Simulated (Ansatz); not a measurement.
Consider GeO$_{2}$ in the rutile structure (space group P4_2/mnm, No. 136; a = 4.4884 Å, c = 2.9053 Å).

Computed with PBE (Ansatz, a program for electronic structure, PAW, no spin-orbit coupling), earlier PAW set.

Base values:

| Item | Value |
|---|---|
| Gap between the host's bands | 1.22 eV |
| Gap character | direct at Γ |

One thing is altered: electron doping at 2.0×10^22 cm⁻³ (1.17 per cell), with a uniform compensating background at fixed cell and a 300 K Fermi–Dirac width.

Task: Predict the new gap between the host's bands.

Result: The gap between the host's bands shrinks by 0.24 eV to 0.98 eV.

Task: What does the calculation give for the Fermi level from band edge after the change?

Result: The Fermi level relative to the doped band's edge (positive inside the band; to 0.05 eV) is +3.45 eV.

Task: Estimate the effect on the largest internal atomic displacement.

Result: The largest internal atomic displacement amounts to 0.064 Å.

Task: What does the calculation give for the gap character after the change?

Result: The gap character remains direct at Γ.

Charged cell with a jellium background: band edges are those of the host's band count, energies are not comparable with the neutral cell, and many-body gap narrowing is missing. Whether these cells are dynamically stable was not tested.
